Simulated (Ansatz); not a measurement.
Ir:

```xyz
2
Lattice="2.7514 0.0000 0.0000 -1.3757 2.3828 0.0000 0.0000 0.0000 4.4623" Properties=species:S:1:pos:R:3 pbc="T T T"
Ir    0.0000    1.5885    1.1156
Ir    1.3757    0.7943    3.3467
```

This isn't the form of Ir at room conditions, which is fcc.

Base run:

| Quantity | Value |
| --- | --- |
| Program | Ansatz 0.2.0 |
| Functional | PBEsol |
| Potentials or basis | Ansatz PAW |
| Cutoff | 420 eV (not typed: the program's choice for these potentials) |
| k mesh | 11 × 11 × 6 |
| Occupations | fermi-dirac, width 0.05 eV |
| Spin | no spin polarisation |

Its results: band gap on the k mesh none (metal or under the smearing width); pressure -12.4 GPa.

The run is repeated on the same cell with these changes: spin from no spin polarisation to spin-orbit coupling, no magnetisation; potential files from those of the base run to others of the same set. What comes out?

Band gap on the k mesh none (metal or under the smearing width); pressure -11.6 GPa.

Caveats: the PAW data sets come from PBE, with cores solved anew for the run's functional, which leaves a small shift of forces and pressure; spin-orbit coupling is left out, which moves the levels of the heavy elements (some runs).
